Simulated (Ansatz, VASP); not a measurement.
## BaTiO3: VASP beside Ansatz

INCAR

```
SYSTEM = BaTiO3
  PREC = Accurate
  ENCUT = 600
  EDIFF = 1E-6
  ISMEAR = -1
  SIGMA = 0.05
  LREAL = .FALSE.
  LASPH = .TRUE.
  NELM = 80
  ALGO = Normal
  ISIF = 3
  LWAVE = .FALSE.
  LCHARG = .FALSE.
  GGA = PS
  IBRION = 2
  NSW = 60
  EDIFFG = -0.01
```

The input KPOINTS:

```
Automatic mesh
0
G
  7 7 7
  0 0 0
```

The input POSCAR:

```
BaTiO3
1.0
    4.0060000000      0.0000000000      0.0000000000
    0.0000000000      4.0060000000      0.0000000000
    0.0000000000      0.0000000000      4.0060000000
Ba Ti O
1 1 3
Direct
    0.5000000000      0.5000000000      0.5000000000
    0.0000000000      0.0000000000      0.0000000000
    0.0000000000      0.0000000000      0.5000000000
    0.0000000000      0.5000000000      0.0000000000
    0.5000000000      0.0000000000      0.0000000000
```

input.yaml

```yaml
crystal:
  lattice:
    - [4.006, 0.0, 0.0]
    - [0.0, 4.006, 0.0]
    - [0.0, 0.0, 4.006]
  atoms:
    - { symbol: Ba, position: [0.5, 0.5, 0.5] }
    - { symbol: Ti, position: [0.0, 0.0, 0.0] }
    - { symbol: O, position: [0.0, 0.0, 0.5] }
    - { symbol: O, position: [0.0, 0.5, 0.0] }
    - { symbol: O, position: [0.5, 0.0, 0.0] }
hamiltonian:
  xc: pbesol
  pseudopotentials: { kind: paw }
kpoints:
  mp_grid: { grid: [7, 7, 7] }
scf:
  occupations: { method: fermi_dirac, width: 0.05 }
output:
  forces: true
  stress: true
  eigenvalues: true
  write_density: true
  write_potential: true
  elf: true
  volumetric_format: npy
relax:
  f_tol: 0.01
  max_steps: 40
  cell: { stress_tol: 0.05 }
```

Alike in both runs: task relaxation of cell and atoms; functional PBEsol; k mesh 7 × 7 × 7; occupations fermi-dirac, width 0.05 eV; no spin polarisation.

|  | VASP | Ansatz |
| --- | --- | --- |
| version | VASP 6.6.1 | Ansatz 0.2.0 |
| potentials or method | VASP PAW PBE potentials, release 64 (Ba_sv, Ti_sv, O) | Ansatz PAW |
| plane-wave cutoff (eV) | 600 | 420 |
| valence electrons in the cell | 40 | 40 |

```tsv
	VASP	Ansatz	Ansatz less VASP
gap on the k mesh at the Fermi level, each at its own relaxed structure (eV)	1.79	1.88	+0.091
relaxed volume (Å³/atom)	12.64	12.51	-0.126
relaxed cell length with the largest relative difference (Å)	3.983	3.970	-0.0132
energy change over the relaxation (meV/atom)	-2	-5	-3.1
```

Caveats: spin-orbit coupling is left out, which moves the levels of the heavy elements; the PAW data sets were made with another functional, which shifts forces and pressure a little (VASP); an odd mesh through Γ misses points on the zone boundary, where band edges often lie (VASP); odd divisions of the mesh miss points on the zone boundary, where band edges often lie, so the gap on the mesh can be too wide (Ansatz); the plane-wave basis is chosen anew once the cell has moved, so the energies of steps on either side of that aren't comparable (Ansatz); the pressure holds a Pulay correction of +0.6 GPa for the finite cutoff (Ansatz); the PAW data sets come from PBE, with cores solved anew for the run's functional, which leaves a small shift of forces and pressure (Ansatz).
